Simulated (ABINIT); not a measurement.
A run of ABINIT 10.8.3 (patched build):

Contents of run.abi:

```
# Datasets: ground state, then fixed potential
ndtset 2

# Pseudopotentials
pp_dirpath "./"
pseudos "In.LDA_PW-JTH_sp.xml, Se.LDA_PW-JTH.xml"

# Structure
acell 3*1.0
rprim
     3.7794522493     2.1820677735    15.9492884918
    -3.7794522493     2.1820677735    15.9492884918
     0.0000000000    -4.3641355471    15.9492884918
ntypat 2
znucl 49 34
natom 4
typat 1 1 2 2
xcart
     0.0000000000     0.0000000000    22.4993520000
     0.0000000000     0.0000000000     0.0000000000
     0.0000000000     0.0000000000     4.3525080000
     0.0000000000     0.0000000000     9.7102200000 Angstrom

# Plane-wave basis
ecut 15.0
pawecutdg 30.0
pawovlp 30

# Exchange and correlation
ixc 7

# Bands and occupations
occopt 3
tsmear 0.00183747

# SCF cycle
nstep 100

# Output
iomode 3
prtwf 0
prteig 0
prtebands 0
enunit 1
prtden1 1

# Dataset 1
kptopt1 1
ngkpt1 8 8 8
nshiftk1 1
shiftk1 0.0 0.0 0.0
nband1 13
tolvrs1 1.0e-9

# Dataset 2: bands along G-L-B1
iscf2 -2
getden2 1
nband2 19
nbdbuf2 4
tolwfr2 1.0e-11
kptopt2 -2
ndivsm2 6
prteig2 1
prtvol2 -3
kptbounds2
     0.0000000000     0.0000000000     0.0000000000
     0.5000000000     0.0000000000     0.0000000000
     0.5000000000     0.1791451724    -0.1791451724
```

Potentials or basis: JTH PAW LDA v2.0 sp.

The run is started by

```bash
$ abinit run.abi > log 2>&1
```

Hardware: 1 thread of Intel(R) Xeon(R) 6975P-C (Granite Rapids), with other jobs on the host.

Q: How long does it take, and how much memory?

A: Run time: 2.8 min on 1 thread of Intel(R) Xeon(R) 6975P-C (Granite Rapids) (shared host), peak memory 0.36 GiB. Counts: scf iterations 14, mpi ranks 1, k points 65, bands 13, plane waves 2215.
